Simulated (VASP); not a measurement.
# InAs (F-43m) in VASP: settings compared, part 2 of 3

VASP 6.6.1.

**3. Band structure, AM05**

File INCAR:

```
SYSTEM = InAs
PREC     = Accurate       ! precision mode
ENCUT    = 520            ! plane-wave cutoff, eV
EDIFF    = 1E-6           ! SCF threshold, eV
ISMEAR   = -1             ! smearing method
SIGMA    = 0.05           ! smearing width, eV
LREAL    = .False.        ! projectors in reciprocal space
LASPH    = .True.         ! aspherical terms in the spheres
NELM     = 60             ! most SCF steps
ALGO     = Fast           ! electronic algorithm
ISIF     = 2              ! what is computed and relaxed
LWAVE    = .False.        ! write WAVECAR
LCHARG   = .False.        ! write CHGCAR
GGA      = AM             ! functional
NBANDS   = 16             ! bands
```

File KPOINTS:

```
regular mesh
0
Gamma
  8 8 8
  0 0 0
```

File POSCAR:

```
InAs
1.0
    0.0000000000      3.0180000000      3.0180000000
    3.0180000000      0.0000000000      3.0180000000
    3.0180000000      3.0180000000      0.0000000000
In As
1 1
Direct
    0.0000000000      0.0000000000      0.0000000000
    0.7500000000      0.7500000000      0.7500000000
```

File KPOINTS_OPT:

```
path GXWKGLUWLK,UX
10
line-mode
reciprocal
 0.0000000000  0.0000000000  0.0000000000  G
 0.5000000000  0.0000000000  0.5000000000  X

 0.5000000000  0.0000000000  0.5000000000  X
 0.5000000000  0.2500000000  0.7500000000  W

 0.5000000000  0.2500000000  0.7500000000  W
 0.3750000000  0.3750000000  0.7500000000  K

 0.3750000000  0.3750000000  0.7500000000  K
 0.0000000000  0.0000000000  0.0000000000  G

 0.0000000000  0.0000000000  0.0000000000  G
 0.5000000000  0.5000000000  0.5000000000  L

 0.5000000000  0.5000000000  0.5000000000  L
 0.6250000000  0.2500000000  0.6250000000  U

 0.6250000000  0.2500000000  0.6250000000  U
 0.5000000000  0.2500000000  0.7500000000  W

 0.5000000000  0.2500000000  0.7500000000  W
 0.5000000000  0.5000000000  0.5000000000  L

 0.5000000000  0.5000000000  0.5000000000  L
 0.3750000000  0.3750000000  0.7500000000  K

 0.6250000000  0.2500000000  0.6250000000  U
 0.5000000000  0.0000000000  0.5000000000  X
```

Potentials or basis: VASP PAW PBE potentials, release 64 (In_d, As).

Started as:

```bash
$ cat potpaw_PBE.64/In_d/POTCAR potpaw_PBE.64/As/POTCAR > POTCAR
$ mpirun -np 1 vasp_std > vasp.out
```

OUTCAR:

```text
SYSTEM = InAs
   PREC = Accurate
   ENCUT = 520
   EDIFF = 1E-6
   ISMEAR = -1
   LREAL = .False.
   LASPH = .True.
   NELM = 60
   ISIF = 2
   GGA = AM

 ion  position               nearest neighbor table
   1  0.000  0.000  0.000-   2 2.61   2 2.61   2 2.61   2 2.61
   2  0.750  0.750  0.750-   1 2.61   1 2.61   1 2.61   1 2.61

  LATTYP: Found a face centered cubic cell.
 ALAT       =     6.0360000000

  Lattice vectors:

 A1 = (   0.0000000000,   3.0180000000,   3.0180000000)
 A2 = (   3.0180000000,   0.0000000000,   3.0180000000)
 A3 = (   3.0180000000,   3.0180000000,   0.0000000000)

Analysis of symmetry for initial positions (statically):
=====================================================================
 Subroutine PRICEL returns:
 Original cell was already a primitive cell.

 Routine SETGRP: Setting up the symmetry group for a
 face centered cubic supercell.

 Subroutine GETGRP returns: Found 24 space group operations
 (whereof 24 operations were pure point group operations)
 out of a pool of 48 trial point group operations.

The static configuration has the point symmetry T_d .

Analysis of symmetry for dynamics (positions and initial velocities):
=====================================================================
 Subroutine PRICEL returns:
 Original cell was already a primitive cell.

 Routine SETGRP: Setting up the symmetry group for a
 face centered cubic supercell.

 Subroutine GETGRP returns: Found 24 space group operations
 (whereof 24 operations were pure point group operations)
 out of a pool of 48 trial point group operations.

The dynamic configuration has the point symmetry T_d .

 Subroutine INISYM returns: Found 24 space group operations
 (whereof 24 operations are pure point group operations),
 and found     1 'primitive' translations

[... 112 lines left out ...]
   IMIX   =      4    mixing-type and parameters
     AMIX     =   0.40;   BMIX     =  1.00
     AMIX_MAG =   1.60;   BMIX_MAG =  1.00
  volume/ion in A,a.u.               =      27.49       185.50
  Fermi-wavevector in a.u.,A,eV,Ry     =   1.128331  2.132236 17.321990  1.273130
  Thomas-Fermi vector in A             =   2.265020
   LORBIT       =      0    0 simple, 1 ext, 2 COOP (PROOUT), +10 PAW based schemes
   GGA     = AM    functional components
   LHFCALC =     F    Hartree Fock is set to
   AEXX    =    0.0000 exact exchange contribution
   IVDW    =     0    specifies the selected vdW correction
   LEPSILON=     F    determine dielectric tensor
   LRPA    =     F    only Hartree local field effects (RPA)
 non-spin polarized calculation
 RMM-DIIS sequential band-by-band and
  energy-cutoff  :      520.00
  volume of cell :       54.98
 maximum number of plane-waves:      1494
   NGX = 15   NGY = 15   NGZ = 15

 number of electron      17.9999991 magnetization

 Free energy of the ion-electron system (eV)
  ---------------------------------------------------
  ext. energy  EPLUGINS =         0.00000000
  ---------------------------------------------------
  free energy    TOTEN  =        -7.96092375 eV

  energy without entropy =       -7.96038217  energy(sigma->0) =       -7.96065296

 E-fermi :   4.5408     XC(G=0):  -9.1523

 val. band max:        4.4932700395   @ k =   0.0000   0.0000   0.0000
 cond. band min:       5.4416053989   @ k =   0.5000   0.0000   0.0000
 fundamental gap:      0.9483353594
 Fermi energy:         4.5408461691

 k-point     1 :       0.0000    0.0000    0.0000
  band No.  band energies     occupation
      1      -9.8736      2.00000
      2      -9.8736      2.00000
      3      -9.8736      2.00000
      4      -9.7460      2.00000
      5      -9.7460      2.00000
      6      -7.4079      2.00000
[... 433 lines left out ...]
      3      -9.8185      2.00000
      4      -9.7510      2.00000
      5      -9.7381      2.00000
      6      -5.6406      2.00000
[... 8 lines left out ...]
     15      14.9344      0.00000
     16      15.6429      0.00000

 [... further k-points ...]

------------------------ aborting loop because EDIFF is reached ----------------------------------------

  FORCE on cell =-STRESS in cart. coord.  units (eV):
  Direction    XX          YY          ZZ          XY          YZ          ZX
  --------------------------------------------------------------------------------------
  -------------------------------------------------------------------------------------
  Total        0.6645929      0.6645929      0.6645929      0.0000000      0.0000000      0.0000000
  in kB       19.3677235     19.3677235     19.3677235      0.0000000      0.0000000      0.0000000
  external PRESSURE =      19.3677235 kB  Pullay stress =       0.0000000 kB

 VOLUME and BASIS-vectors are now :
 -----------------------------------------------------------------------------
  energy-cutoff  :      520.00
  volume of cell :       54.98
      direct lattice vectors                 reciprocal lattice vectors
     0.000000000  3.018000000  3.018000000    -0.165672631  0.165672631  0.165672631
     3.018000000  0.000000000  3.018000000     0.165672631 -0.165672631  0.165672631
     3.018000000  3.018000000  0.000000000     0.165672631  0.165672631 -0.165672631

 POSITION                                       TOTAL-FORCE (eV/Angst)
 -----------------------------------------------------------------------------------
      0.00000      0.00000      0.00000        -0.000000     -0.000000     -0.000000
      4.52700      4.52700      4.52700         0.000000      0.000000      0.000000
 -----------------------------------------------------------------------------------
    total drift:                                0.000000      0.000000      0.000000

  FREE ENERGIE OF THE ION-ELECTRON SYSTEM (eV)
  ---------------------------------------------------
  free  energy   TOTEN  =        -7.9609237474 eV

  energy  without entropy=       -7.9603821731  energy(sigma->0) =       -7.96065296
```

OSZICAR:

```text
N       E                     dE             d eps       ncg     rms          rms(c)
DAV:   1     0.113802142170E+03    0.11380E+03   -0.82939E+03   928   0.122E+03
DAV:   2    -0.308992829179E+00   -0.11411E+03   -0.10919E+03  1032   0.299E+02
DAV:   3    -0.803293719544E+01   -0.77239E+01   -0.76884E+01  1160   0.762E+01
[... 42 lines left out ...]
DAV:   9    -0.298578516797E+04   -0.18404E-06      960
       N       E                     dE             ncg
DAV:   1     0.908336260032E+04   -0.80460E+04      424
DAV:   2     0.761208036773E+04   -0.14713E+04      456
DAV:   3     0.750995945136E+04   -0.10212E+03      552
DAV:   4     0.750733242845E+04   -0.26270E+01      592
DAV:   5     0.750720351520E+04   -0.12891E+00      632
DAV:   6     0.750720096936E+04   -0.25458E-02      616
DAV:   7     0.750720087629E+04   -0.93075E-04      632
DAV:   8     0.750720087540E+04   -0.88567E-06      528
```

Run time: 48 s. Hardware: 1 thread of Intel Xeon Platinum 8488C (Sapphire Rapids), shared host; peak memory 0.19 GiB.

Results:

| Quantity | Value |
| --- | --- |
| Free energy | -7.9609 eV |
| Pressure | 1.9 GPa |
| Band gap along the path | none (metal or under the smearing width) |

Levels at the corners of the path, in eV from the Fermi level:
| point | band 6 | band 7 | band 8 | band 9 | band 10 | band 11 | band 12 | band 13 |
| --- | --- | --- | --- | --- | --- | --- | --- | --- |
| Γ | -11.95 | -0.24 | -0.05 | -0.05 | -0.05 | 3.83 | 3.83 | 3.83 |
| X | -9.90 | -5.94 | -2.40 | -2.40 | 1.50 | 2.01 | 9.18 | 9.24 |
| X | -9.90 | -5.94 | -2.40 | -2.40 | 1.50 | 2.01 | 9.18 | 9.24 |
| W | -9.85 | -5.80 | -3.03 | -2.95 | 4.17 | 4.26 | 4.95 | 6.03 |
| W | -9.85 | -5.80 | -3.03 | -2.95 | 4.17 | 4.26 | 4.95 | 6.03 |
| K | -9.92 | -5.81 | -3.35 | -2.02 | 2.06 | 4.23 | 7.27 | 7.37 |
| K | -9.92 | -5.81 | -3.35 | -2.02 | 2.06 | 4.23 | 7.27 | 7.37 |
| Γ | -11.95 | -0.24 | -0.05 | -0.05 | -0.05 | 3.83 | 3.83 | 3.83 |
| Γ | -11.95 | -0.24 | -0.05 | -0.05 | -0.05 | 3.83 | 3.83 | 3.83 |
| L | -10.45 | -5.86 | -1.05 | -1.05 | 0.90 | 4.62 | 4.62 | 6.84 |
| L | -10.45 | -5.86 | -1.05 | -1.05 | 0.90 | 4.62 | 4.62 | 6.84 |
| U | -9.92 | -5.81 | -3.35 | -2.02 | 2.06 | 4.23 | 7.27 | 7.37 |
| U | -9.92 | -5.81 | -3.35 | -2.02 | 2.06 | 4.23 | 7.27 | 7.37 |
| W | -9.85 | -5.80 | -3.03 | -2.95 | 4.17 | 4.26 | 4.95 | 6.03 |
| W | -9.85 | -5.80 | -3.03 | -2.95 | 4.17 | 4.26 | 4.95 | 6.03 |
| L | -10.45 | -5.86 | -1.05 | -1.05 | 0.90 | 4.62 | 4.62 | 6.84 |
| L | -10.45 | -5.86 | -1.05 | -1.05 | 0.90 | 4.62 | 4.62 | 6.84 |
| K | -9.92 | -5.81 | -3.35 | -2.02 | 2.06 | 4.23 | 7.27 | 7.37 |
| U | -9.92 | -5.81 | -3.35 | -2.02 | 2.06 | 4.23 | 7.27 | 7.37 |
| X | -9.90 | -5.94 | -2.40 | -2.40 | 1.50 | 2.01 | 9.18 | 9.24 |

Caveat: the PAW data sets were made with another functional, which shifts forces and pressure a little; spin-orbit coupling is left out, which moves the levels of the heavy elements; this crystal is a semiconductor, whose small gap the functional closes, so the metal is an error of the method.

**4. Band structure, PBE**

File INCAR:

```
SYSTEM = InAs
PREC = Accurate ; ENCUT = 520
EDIFF = 1E-7 ; ISMEAR = -1
SIGMA = 0.05 ; LREAL = .FALSE.
LASPH = .TRUE. ; NELM = 60
ALGO = Fast ; ISIF = 2
LWAVE = .FALSE. ; LCHARG = .FALSE.
GGA = PE ; NBANDS = 16
```

File KPOINTS:

```
regular mesh
0
G
  6 6 6
  0 0 0
```

POSCAR is that of step 3.

Changes to KPOINTS_OPT since step 3:

```diff
@@ -1,3 +1,3 @@
 path GXWKGLUWLK,UX
-10
+15
 line-mode
```

Potentials or basis: VASP PAW PBE potentials, release 64 (In_d, As).

Started as:

```bash
$ cat potpaw_PBE.64/In_d/POTCAR potpaw_PBE.64/As/POTCAR > POTCAR
$ mpirun -np 1 vasp_std > vasp.out
```

OUTCAR:

```text
SYSTEM = InAs
   PREC = Accurate
   ENCUT = 520
   EDIFF = 1E-7
   ISMEAR = -1
   LREAL = .FALSE.
   LASPH = .TRUE.
   NELM = 60
   ISIF = 2
   GGA = PE

 ion  position               nearest neighbor table
   1  0.000  0.000  0.000-   2 2.61   2 2.61   2 2.61   2 2.61
   2  0.750  0.750  0.750-   1 2.61   1 2.61   1 2.61   1 2.61

  LATTYP: Found a face centered cubic cell.
 ALAT       =     6.0360000000

  Lattice vectors:

[... 480 lines left out ...]

------------------------ aborting loop because EDIFF is reached ----------------------------------------

  FORCE on cell =-STRESS in cart. coord.  units (eV):
  Direction    XX          YY          ZZ          XY          YZ          ZX
  --------------------------------------------------------------------------------------
  -------------------------------------------------------------------------------------
  Total        1.5175204      1.5175204      1.5175204      0.0000000      0.0000000      0.0000000
  in kB       44.2239382     44.2239382     44.2239382      0.0000000      0.0000000      0.0000000
  external PRESSURE =      44.2239382 kB  Pullay stress =       0.0000000 kB

 VOLUME and BASIS-vectors are now :
 -----------------------------------------------------------------------------
  energy-cutoff  :      520.00
  volume of cell :       54.98
      direct lattice vectors                 reciprocal lattice vectors
     0.000000000  3.018000000  3.018000000    -0.165672631  0.165672631  0.165672631
     3.018000000  0.000000000  3.018000000     0.165672631 -0.165672631  0.165672631
     3.018000000  3.018000000  0.000000000     0.165672631  0.165672631 -0.165672631

 POSITION                                       TOTAL-FORCE (eV/Angst)
 -----------------------------------------------------------------------------------
      0.00000      0.00000      0.00000         0.000000     -0.000000      0.000000
      4.52700      4.52700      4.52700        -0.000000      0.000000     -0.000000
 -----------------------------------------------------------------------------------
    total drift:                                0.000000      0.000000      0.000000

  FREE ENERGIE OF THE ION-ELECTRON SYSTEM (eV)
  ---------------------------------------------------
  free  energy   TOTEN  =        -7.6464572158 eV

  energy  without entropy=       -7.6454916127  energy(sigma->0) =       -7.64597441
```

OSZICAR:

```text
N       E                     dE             d eps       ncg     rms          rms(c)
DAV:   1     0.114966634198E+03    0.11497E+03   -0.80975E+03   520   0.118E+03
DAV:   2    -0.166679074732E+00   -0.11513E+03   -0.11003E+03   568   0.307E+02
DAV:   3    -0.772418704029E+01   -0.75575E+01   -0.75266E+01   664   0.754E+01
DAV:   4    -0.792098686718E+01   -0.19680E+00   -0.19671E+00   664   0.136E+01
DAV:   5    -0.792888561910E+01   -0.78988E-02   -0.78987E-02   736   0.214E+00    0.461E+00
RMM:   6    -0.767048800053E+01    0.25840E+00   -0.26698E-01   621   0.474E+00    0.246E+00
RMM:   7    -0.764563204010E+01    0.24856E-01   -0.15439E-01   574   0.204E+00    0.798E-01
RMM:   8    -0.764534385217E+01    0.28819E-03   -0.15203E-02   675   0.163E+00    0.166E-01
RMM:   9    -0.764616342762E+01   -0.81958E-03   -0.56454E-03   658   0.721E-01    0.839E-02
RMM:  10    -0.764635744880E+01   -0.19402E-03   -0.18275E-03   836   0.412E-01    0.754E-02
[... 87 further cycles ...]
DAV:   9    -0.164475583418E+04   -0.16344E-07      576
       N       E                     dE             ncg
DAV:   1     0.619645332116E+04   -0.37893E+04      192
DAV:   2     0.554615670367E+04   -0.65030E+03      200
DAV:   3     0.550506452821E+04   -0.41092E+02      272
DAV:   4     0.550411674651E+04   -0.94778E+00      240
DAV:   5     0.550406396257E+04   -0.52784E-01      312
DAV:   6     0.550406335822E+04   -0.60435E-03      248
DAV:   7     0.550406332365E+04   -0.34566E-04      312
DAV:   8     0.550406332341E+04   -0.24356E-06      264
DAV:   9     0.550406332340E+04   -0.38017E-08      216
```

stdout:

```text
POSCAR found type information on POSCAR InAs
 POSCAR found :  2 types and       2 ions
 scaLAPACK will be used
 LDA part: xc-table for (Slater+PW92), standard interpolation
 POSCAR, INCAR and KPOINTS ok, starting setup
 FFT: planning ... GRIDC
 FFT: planning ... GRID_SOFT
 FFT: planning ... GRID
 WAVECAR not read
 entering main loop
 Start KPOINTS_OPT (optional k-point list driver)
k-point batch [1-16\150]
k-point batch [17-32\150]
k-point batch [33-48\150]
k-point batch [49-64\150]
k-point batch [65-80\150]
k-point batch [81-96\150]
k-point batch [97-112\150]
k-point batch [113-128\150]
k-point batch [129-144\150]
k-point batch [145-150\150]
```

It took 65 s on 1 thread of Intel Xeon Platinum 8375C at 2.90GHz (Ice Lake), shared host; peak memory 0.18 GiB.

Results:

```yaml
Free_energy: -7.6465 eV
Pressure: 4.4 GPa
Band_gap_along_the_path: none (metal or under the smearing width)
```

Levels at the corners of the path, in eV from the Fermi level:
| point | band 5 | band 6 | band 7 | band 8 | band 9 | band 10 | band 11 | band 12 | band 13 | band 14 |
| --- | --- | --- | --- | --- | --- | --- | --- | --- | --- | --- |
| Γ | -14.32 | -11.93 | -0.21 | -0.04 | -0.04 | -0.04 | 3.87 | 3.87 | 3.87 | 7.49 |
| X | -14.30 | -9.90 | -5.90 | -2.38 | -2.38 | 1.50 | 2.02 | 9.18 | 9.27 | 9.27 |
| X | -14.30 | -9.90 | -5.90 | -2.38 | -2.38 | 1.50 | 2.02 | 9.18 | 9.27 | 9.27 |
| W | -14.31 | -9.84 | -5.76 | -3.01 | -2.93 | 4.20 | 4.25 | 4.97 | 6.04 | 9.83 |
| W | -14.31 | -9.84 | -5.76 | -3.01 | -2.93 | 4.20 | 4.25 | 4.97 | 6.04 | 9.83 |
| K | -14.31 | -9.91 | -5.76 | -3.34 | -2.00 | 2.07 | 4.25 | 7.29 | 7.39 | 7.77 |
| K | -14.31 | -9.91 | -5.76 | -3.34 | -2.00 | 2.07 | 4.25 | 7.29 | 7.39 | 7.77 |
| Γ | -14.32 | -11.93 | -0.21 | -0.04 | -0.04 | -0.04 | 3.87 | 3.87 | 3.87 | 7.49 |
| Γ | -14.32 | -11.93 | -0.21 | -0.04 | -0.04 | -0.04 | 3.87 | 3.87 | 3.87 | 7.49 |
| L | -14.31 | -10.45 | -5.83 | -1.03 | -1.03 | 0.93 | 4.64 | 4.64 | 6.82 | 9.03 |
| L | -14.31 | -10.45 | -5.83 | -1.03 | -1.03 | 0.93 | 4.64 | 4.64 | 6.82 | 9.03 |
| U | -14.31 | -9.91 | -5.76 | -3.34 | -2.00 | 2.07 | 4.25 | 7.29 | 7.39 | 7.77 |
| U | -14.31 | -9.91 | -5.76 | -3.34 | -2.00 | 2.07 | 4.25 | 7.29 | 7.39 | 7.77 |
| W | -14.31 | -9.84 | -5.76 | -3.01 | -2.93 | 4.20 | 4.25 | 4.97 | 6.04 | 9.83 |
| W | -14.31 | -9.84 | -5.76 | -3.01 | -2.93 | 4.20 | 4.25 | 4.97 | 6.04 | 9.83 |
| L | -14.31 | -10.45 | -5.83 | -1.03 | -1.03 | 0.93 | 4.64 | 4.64 | 6.82 | 9.03 |
| L | -14.31 | -10.45 | -5.83 | -1.03 | -1.03 | 0.93 | 4.64 | 4.64 | 6.82 | 9.03 |
| K | -14.31 | -9.91 | -5.76 | -3.34 | -2.00 | 2.07 | 4.25 | 7.29 | 7.39 | 7.77 |
| U | -14.31 | -9.91 | -5.76 | -3.34 | -2.00 | 2.07 | 4.25 | 7.29 | 7.39 | 7.77 |
| X | -14.30 | -9.90 | -5.90 | -2.38 | -2.38 | 1.50 | 2.02 | 9.18 | 9.27 | 9.27 |

Caveat: spin-orbit coupling is left out, which moves the levels of the heavy elements.

[end of part 2 of 3]
